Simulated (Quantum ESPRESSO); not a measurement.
The system is Ti2C.

```
Ti C
1.0
     1.54070    0.88952    4.81377
    -1.54070    0.88952    4.81377
     0.00000   -1.77905    4.81377
Ti C
2 1
Direct
  0.75450 0.75450 0.75450
  0.24550 0.24550 0.24550
  0.50000 0.50000 0.50000
```

The cell comes from a database or a generator and needn't be the stable form of this composition.

| Item | Value |
| --- | --- |
| Program | Quantum ESPRESSO 7.5 |
| Task | single point |
| Functional | PBEsol |
| Potentials or basis | GBRV 1.5 PBEsol |
| Cutoff | 612 eV |
| Density cutoff | 4898 eV |
| k mesh | 10 × 10 × 10 |
| Occupations | fermi-dirac, width 0.05 eV |
| Spin | no spin polarisation |

On this cell: pressure -4.7 GPa; largest force 0.184 eV/Å; band gap on the k mesh none (metal or under the smearing width).

The same run follows on a disturbed copy (atoms moved at random, drawn with an rms of 0.05 Å):

```xyz
3
Lattice="1.5407 0.8895 4.8138 -1.5407 0.8895 4.8138 0.0000 -1.7790 4.8138" Properties=species:S:1:pos:R:3 pbc="T T T"
Ti    0.0064   -0.0341   10.9014
Ti    0.0183    0.0481    3.5532
C     0.0068    0.0168    7.2505
```

Question: What changes?

Answer: The energy (extrapolated to zero smearing) moves by +8.5 meV/atom; pressure -4.5 GPa; largest force 0.649 eV/Å; band gap on the k mesh none (metal or under the smearing width).

Forces on the atoms (eV/Å):
```
Ti   0.028  0.574  0.302
Ti  -0.114 -0.440 -0.044
C    0.086 -0.134 -0.258
```

Stress tensor (GPa, compression positive):
```
-6.13 -0.19 -0.53
-0.19 -3.47 -3.61
-0.53 -3.61 -3.97
```
